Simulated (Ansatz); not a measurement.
An Ansatz input:

```yaml
crystal:
  lattice:
    - [5.5229041568, 0.0, 0.0]
    - [-2.7614520784, 4.7829753024, 0.0]
    - [0.0, 0.0, 3.4241541806]
  atoms:
    - { symbol: In, position: [0.0, 1.0, 0.0] }
    - { symbol: In, position: [0.3333333333, 0.6666666667, 0.5] }
    - { symbol: In, position: [0.6666666667, 0.3333333333, 0.5] }
hamiltonian:
  xc: pbe
  pseudopotentials:
    kind: paw
    azcp:
      In: "pseudopotentials/In.paw.azcp"
basis:
  ecutwfc: 420
  fft_grid_basis: typed
kpoints:
  mp_grid: { grid: [8, 8, 11], shift: [0, 0, 0] }
magnetization:
  spin_polarized: false
scf:
  occupations: { method: fermi_dirac, width: 0.1 }
  lower_state_search: "off"
output:
  stress: true
```

Terminal output

```
Engine: ansatz 0.2.0, x86_64-unknown-linux-gnu
Pseudopotentials: kind: paw
Pseudopotential: In, paw, valence charge 13, recommended cutoff 420 eV (normal) 
Functional definition: PBE
  parameter kappa = 0.804
  parameter beta = 0.06672455060314922
  exchange = pbe_x(kappa = kappa, mu = beta*pi^2/3)
  correlation = pbe_c(beta = beta)
Crystal: 3 atoms, lattice volume = 90.452 Å³
Basis set: ecut = 420 eV, 1757 PW (Γ)
Bands: 24, of which v1, the nominal top of the filled ones, is band 20 counted from 1 (19 counted from 0)
Symmetry: 24 space group operations
Space group: P6/mmm (ITA 191), of the structure as read, at distance tolerance 4.5e-5 Å
k-points: 60 of 704
Non-local potential: In, projectors of the file, l = 0: 2, l = 1: 2, l = 2: 2, l = 3: 2
PAW form: soft (Blöchl's): semilocal exchange-correlation on the pseudo side does not see the compensation charge
PAW one-centre angular grid: In, 590 points (default); XC on 64 Gauss nodes
Initial density: superposition of atomic densities (neutral atoms: chi_scale 0, normalization atom), corrected by the library's trained network
Initial wavefunctions: pseudopotential atomic-orbital guess
Functional: x = pbe(κ = 0.804, μ = 0.2195149727645171), c = pbe(β = 0.06672455060314922)
SCF iter   1: F=—  HF=-16793.436456 eV  |F-HF|=—  |Δ(HF+E_count)|=         —  Δρ=1.13e-3  dr2=1.44e-3  ethr=1.77e-3  ⟨swp⟩=5.7  Hψ=6202  notcnv=0
SCF iter   2: F=—  HF=-16793.433957 eV  |F-HF|=—  |Δ(HF+E_count)|=   2.50e-3  Δρ=5.44e-4  dr2=5.98e-4  ethr=3.68e-6  ⟨swp⟩=2.0  Hψ=3065  notcnv=0
SCF iter   3: F=—  HF=-16793.433957 eV  |F-HF|=—  |Δ(HF+E_count)|=   4.39e-8  Δρ=3.08e-4  dr2=2.26e-4  ethr=1.53e-6  ⟨swp⟩=2.1  Hψ=2519  notcnv=0
SCF iter   4: F=—  HF=-16793.433955 eV  |F-HF|=—  |Δ(HF+E_count)|=   2.34e-6  Δρ=1.39e-4  dr2=1.15e-5  ethr=5.79e-7  ⟨swp⟩=2.0  Hψ=1758  notcnv=0
SCF iter   5: F=—  HF=-16793.433947 eV  |F-HF|=—  |Δ(HF+E_count)|=   7.70e-6  Δρ=3.65e-5  dr2=6.97e-7  ethr=2.96e-8  ⟨swp⟩=2.0  Hψ=2601  notcnv=0
SCF iter   6: F=-16793.433947 eV  HF=-16793.433947 eV  |F-HF|=1.88e-8  |Δ(HF+E_count)|=   2.29e-7  Δρ=7.94e-6  dr2=3.41e-8  ethr=2.56e-10  ⟨swp⟩=3.2  Hψ=5683  notcnv=0
SCF 1 converged in 6 iterations: F = -16793.433947 eV  dr2 = 3.41e-8
SCF converged after 6 iterations
Free energy (F): -16793.433947 eV
Harris-Foulkes:  -16793.433947 eV  (|F-HF|=1.88e-8)
Internal energy: -16793.367909 eV  (E = F + TS)
E sigma→0 (E₀):  -16793.400928 eV
Entropy (-TS):   -0.066038 eV (-22.013 meV/atom)
Fermi energy:    8.454991 eV
--- Per-component energies (eV) ---
  E_band       = -138.158357
  E_kinetic    = 720.022163
  E_local      = -3493.391790  (includes V_loc(G=0)·N_el)
  E_nonlocal   = 1097.826584
  E_hartree    = 1364.930877
  E_xc         = -646.369635
  E_vxc        = -297.566616  (∫ρ·V_xc dr)
  E_paw        = -12455.176602  (= ΣΔE_a)
  E_vpaw       = -894.899787  (= ΣTr[D̂ρ^β])
  E_aug_tail   = 0.000077  (compensation charges beyond the density's cutoff)
  E_ewald      = -3381.209582
  E_smearing   = -0.066038  (= −TS)
  E_closure    = -0.000000  (closes the sum)
  Σ components = -16793.433947   (vs F -16793.433947, Δ=0.00e0)
--- Stress (GPa, compression-positive) ---
       -1.911423      -0.000000       0.000000
       -0.000000      -1.911423       0.000000
        0.000000       0.000000      -2.154483
  P = ⅓ Tr σ = -1.9924 GPa (-19.924 kbar)
```
